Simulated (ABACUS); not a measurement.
# GaAs (F-43m) in ABACUS: further runs

Aim: see how the results for GaAs move with the level of theory and the settings. Levels: HLE16, TASK. Tasks: band structure, equation of state.

All numbers are computed with ABACUS 3.10.1; they aren't measurements. Logs are shortened: lines on timing, memory, paths and dates and some standing lists are left out, and cuts for length are marked.

**What was measured.**

From “Evidence of valence band perturbations in GaAsN/GaAs(001): A combined variable-angle spectroscopic ellipsometry and modulated photoreflectance investigation”, 2008, arxiv:0805.2212, for a bulk crystal of GaAs at 300 K: band gap 1.418 ± 0.005 eV (direct).

The runs below are set against these values where they give the same quantity.

### Step 1. Starting point

It takes space group F-43m (No. 216, cubic). The conventional cell has a = 5.654 Å, b = 5.654 Å, c = 5.654 Å, α = 90.00°, β = 90.00°, γ = 90.00°. Around As (site symmetry -43m) lie 4 Ga at 2.45 Å. Ga (site symmetry -43m) is surrounded by 4 As at 2.45 Å.

### Step 2. Band structure, HLE16

INPUT reads:

```
INPUT_PARAMETERS
suffix              GaAs
calculation         nscf
basis_type          pw
pseudo_dir          ./
symmetry            -1
dft_functional      GGA_XC_HLE16
ecutwfc             84.0
pseudo_rcut         10
nspin               1
nbands              24
ks_solver           dav
smearing_method     fd
smearing_sigma      0.00367493
scf_thr             1e-08
scf_nmax            100
mixing_type         broyden
mixing_beta         0.7
init_chg            file
pw_diag_thr         1e-07
out_band            1
kpar                4
```

STRU reads:

```
ATOMIC_SPECIES
As 74.9216 As.upf
Ga 69.7230 Ga.upf

LATTICE_CONSTANT
1.8897261246

LATTICE_VECTORS
3.9977696100 0.0000000000 0.0000000000
1.9988848050 3.4621700407 0.0000000000
1.9988848050 1.1540566802 3.2641652179

ATOMIC_POSITIONS
Direct

As
0.0
1
0.7500000000 0.7500000000 0.7500000000 1 1 1

Ga
0.0
1
0.0000000000 0.0000000000 0.0000000000 1 1 1
```

KPT reads:

```
K_POINTS
12
Line
0.00000000 0.00000000 0.00000000 10 // G
0.50000000 0.00000000 0.50000000 10 // X
0.50000000 0.25000000 0.75000000 10 // W
0.37500000 0.37500000 0.75000000 10 // K
0.00000000 0.00000000 0.00000000 10 // G
0.50000000 0.50000000 0.50000000 10 // L
0.62500000 0.25000000 0.62500000 10 // U
0.50000000 0.25000000 0.75000000 10 // W
0.50000000 0.50000000 0.50000000 10 // L
0.37500000 0.37500000 0.75000000 1 // K
0.62500000 0.25000000 0.62500000 10 // U
0.50000000 0.00000000 0.50000000 1 // X
```

Potentials or basis: PseudoDojo NC SR 0.4.1 PBE standard, plane waves.

On the command line:

```
OMP_NUM_THREADS=1 mpirun -np 4 abacus > log
```

running log:

```text
ABACUS v3.10.1

               Atomic-orbital Based Ab-initio Computation at UStc

 ------------------------------------------------------------------------------------

 READING GENERAL INFORMATION
                           global_out_dir = OUT.GaAs/
                           global_in_card = INPUT
                               pseudo_dir = ./
                              orbital_dir =
                                    DSIZE = 4
                                    GSIZE = 1

 READING UNITCELL INFORMATION
                                    ntype = 2
                  lattice constant (Bohr) = 1.88973
              lattice constant (Angstrom) = 1

 READING ATOM TYPE 1
                               atom label = As
                      L=0, number of zeta = 1
                      L=1, number of zeta = 1
                      L=2, number of zeta = 1
             number of atom for this type = 1

 READING ATOM TYPE 2
                               atom label = Ga
                      L=0, number of zeta = 1
                      L=1, number of zeta = 1
                      L=2, number of zeta = 1
             number of atom for this type = 1

                        TOTAL ATOM NUMBER = 2
DIRECT COORDINATES
    atom                   x                   y                   z     mag                  vx                  vy                  vz
taud_As1            0.7500000000        0.7500000000        0.7500000000  0.0000        0.0000000000        0.0000000000        0.0000000000
taud_Ga1            0.0000000000        0.0000000000        0.0000000000  0.0000        0.0000000000        0.0000000000        0.0000000000

                          Volume (Bohr^3) = 304.884
                             Volume (A^3) = 45.1791

 Lattice vectors: (Cartesian coordinate: in unit of a_0)
             +3.99777                  +0                  +0
             +1.99888            +3.46217                  +0
             +1.99888            +1.15406            +3.26417
 Reciprocal vectors: (Cartesian coordinate: in unit of 2 pi/a_0)
            +0.250139           -0.144418           -0.102119
                   -0           +0.288836           -0.102119
                   +0                  -0           +0.306357
 The esolver type has been set to : ksdft_pw

                PAO radial cut off (Bohr) = 10

 Read in pseudopotential file is As.upf
                     pseudopotential type = NC
          exchange-correlation functional = PBE
                 nonlocal core correction = 1
                        valence electrons = 15
                                     lmax = 2
                           number of zeta = 3
                     number of projectors = 6
                           L of projector = 0
                           L of projector = 0
                           L of projector = 1
                           L of projector = 1
                           L of projector = 2
                           L of projector = 2
 XC functional updated to : GGA_XC_HLE16
          exchange-correlation functional = GGA_XC_HLE16
                PAO radial cut off (Bohr) = 10

 Read in pseudopotential file is Ga.upf
                     pseudopotential type = NC
          exchange-correlation functional = PBE
                 nonlocal core correction = 1
                        valence electrons = 13
                                     lmax = 2
[... 96 lines left out ...]
       minimum distributed K point number = 25

[... K-POINTS CARTESIAN COORDINATES: 26 rows ...]

[... K-POINTS DIRECT COORDINATES: 26 rows ...]

 SETUP PLANE WAVES FOR WAVE FUNCTIONS
     energy cutoff for wavefunc (unit:Ry) = 84
              fft grid for wave functions = [ 45, 45, 45 ]
                    number of plane waves = 4909
                         number of sticks = 379

 PARALLEL PW FOR WAVE FUNCTIONS
     PROC   COLUMNS(POT)             PW
        1            379           4909
 --------------- sum -------------------
        1            379           4909

 SETUP NONLOCAL PSEUDOPOTENTIALS IN PLANE WAVE BASIS
 As non-local projectors:
 projector 1 L=0
 projector 2 L=0
 projector 3 L=1
 projector 4 L=1
 projector 5 L=2
 projector 6 L=2
 Ga non-local projectors:
 projector 1 L=0
 projector 2 L=0
 projector 3 L=1
 projector 4 L=1
 projector 5 L=2
 projector 6 L=2
      TOTAL NUMBER OF NONLOCAL PROJECTORS = 36

 Init Non-Local PseudoPotential table :
 Init Non-Local-Pseudopotential done.

                                     npwx = 3988

 Make real space PAO into reciprocal space.
       max mesh points in Pseudopotential = 1001
     dq(describe PAO in reciprocal space) = 0.01
                                    max q = 1104

 number of pseudo atomic orbitals for As is 3
WARNING: norm of atomic wavefunction # 3 of atomic type As is 0.99996, renormalized

 number of pseudo atomic orbitals for Ga is 3
WARNING: norm of atomic wavefunction # 2 of atomic type Ga is 0.999997, renormalized
WARNING: norm of atomic wavefunction # 3 of atomic type Ga is 0.998668, renormalized

 -------------------------------------------
 NONSELF-CONSISTENT
 -------------------------------------------
                                 init_chg = file
 try to read charge from file
 Read in the charge density: OUT.GaAs//GaAs-CHARGE-DENSITY.restart

 PW ALGORITHM --------------- ION=   1  ELEC=   1--------------------------------

 k(1/102) Iter steps (avg)=10 threshold=1e-07

 k(2/102) Iter steps (avg)=11 threshold=1e-07

 k(3/102) Iter steps (avg)=11 threshold=1e-07
[... 12 lines left out ...]
 k(12/102) Iter steps (avg)=14 threshold=1e-07
 k(13/102) Iter steps (avg)=12 threshold=1e-07
 k(14/102) Iter steps (avg)=13 threshold=1e-07
 k(15/102) Iter steps (avg)=15 threshold=1e-07
 k(16/102) Iter steps (avg)=15 threshold=1e-07
 k(17/102) Iter steps (avg)=20 threshold=1e-07
 k(18/102) Iter steps (avg)=21 threshold=1e-07
 k(19/102) Iter steps (avg)=21 threshold=1e-07
 k(20/102) Iter steps (avg)=27 threshold=1e-07
 k(21/102) Iter steps (avg)=27 threshold=1e-07
 k(22/102) Iter steps (avg)=18 threshold=1e-07
 k(23/102) Iter steps (avg)=18 threshold=1e-07
 k(24/102) Iter steps (avg)=18 threshold=1e-07
 k(25/102) Iter steps (avg)=17 threshold=1e-07
 k(26/102) Iter steps (avg)=18 threshold=1e-07
[... levels at 26 k points of this process ...]

 Density error is 0.00000000000
                          Error Threshold = 1.00000000000e-07
----------------------------------------------------------
     Energy           Rydberg                 eV
----------------------------------------------------------
 E_KohnSham     -388.2883972023      -5282.9346692389
 E_KS(sigma->0) -388.2883971309      -5282.9346682671
 E_Harris       -388.2883972023      -5282.9346692389
 E_band         -32.0934703339       -436.6540651346
 E_one_elec     -196.1509126640      -2668.7700801306
 E_Hartree      120.3189467373       1637.0232529852
 E_xc           -114.1035974111      -1552.4590870889
 E_Ewald        -198.3528337217      -2698.7287530610
 E_entropy(-TS) -0.0000001428        -0.0000019435
 E_descf        0.0000000000         0.0000000000
 E_exx          0.0000000000         0.0000000000
 E_Fermi        0.5319334754         7.2373262224
----------------------------------------------------------

 charge density convergence is achieved
 final etot is -5282.9346692 eV
 EFERMI = 7.2373262224 eV

 STATE ENERGY(eV) AND OCCUPATIONS    NSPIN == 1
 1/26 kpoint (Cartesian) = 0.0000 0.0000 0.0000 (3839 pws)
       1       -33.2662      0.0196078
       2       -33.2662      0.0196078
       3       -33.2662      0.0196078
       4       -33.2622      0.0196078
       5       -33.2622      0.0196078
       6       -11.7016      0.0196078
[... 146 lines left out ...]
      23        21.5349        0.00000
      24        22.4411        0.00000

[... levels at 20 further k points ...]

 --------------------------------------------
 !FINAL_ETOT_IS -5282.934669238852 eV
 --------------------------------------------

 Output bands in file: OUT.GaAs/BANDS_1.dat
```

stdout:

```text
ABACUS v3.10.1

               Atomic-orbital Based Ab-initio Computation at UStc

 dft_functional readin is: GGA_XC_HLE16
 dft_functional in pseudopot file is: PBE
 Please make sure this is what you need
 dft_functional readin is: GGA_XC_HLE16
[... 20 lines left out ...]
 ELEMENT NATOM       XC
 As      1
 Ga      1
 ---------------------------------------------------------
 Initial plane wave basis and FFT box
 ---------------------------------------------------------
 -------------------------------------------
 NONSELF-CONSISTENT :
 -------------------------------------------
 START CHARGE      : file
 ITER       ETOT/eV          EDIFF/eV         DRHO     TIME/s
 DA1     -5.28293467e+03   0.00000000e+00   0.0000e+00  11.41
```

Run time: 12 s. Hardware: 4 MPI ranks of Intel Xeon Platinum 8488C (Sapphire Rapids), shared host; peak memory 0.52 GiB.

What came out:

- Band gap along the path: 1.08 eV, direct

Levels at the corners of the path, in eV from the Fermi level:
```tsv
point	band 12	band 13	band 14	band 15	band 16	band 17
Γ	-0.57	-0.57	-0.57	0.51	3.65	3.65
X	-6.95	-2.96	-2.96	1.88	1.94	10.03
W	-6.79	-3.67	-3.44	4.39	4.99	5.48
K	-6.78	-3.93	-2.58	2.24	4.71	7.90
Γ	-0.57	-0.57	-0.57	0.51	3.65	3.65
L	-6.69	-1.59	-1.59	1.11	4.60	4.60
U	-6.78	-3.93	-2.58	2.24	4.71	7.90
W	-6.79	-3.67	-3.44	4.39	4.99	5.48
L	-6.69	-1.59	-1.59	1.11	4.60	4.60
K	-6.78	-3.93	-2.58	2.24	4.71	7.90
U	-6.78	-3.93	-2.58	2.24	4.71	7.90
X	-6.95	-2.96	-2.96	1.88	1.94	10.03
```

Caveat: the potentials were made for a functional far from this one; the density is read from an earlier self-consistent run, whose mesh may be coarse.

(Continued in part 2 of 2.)
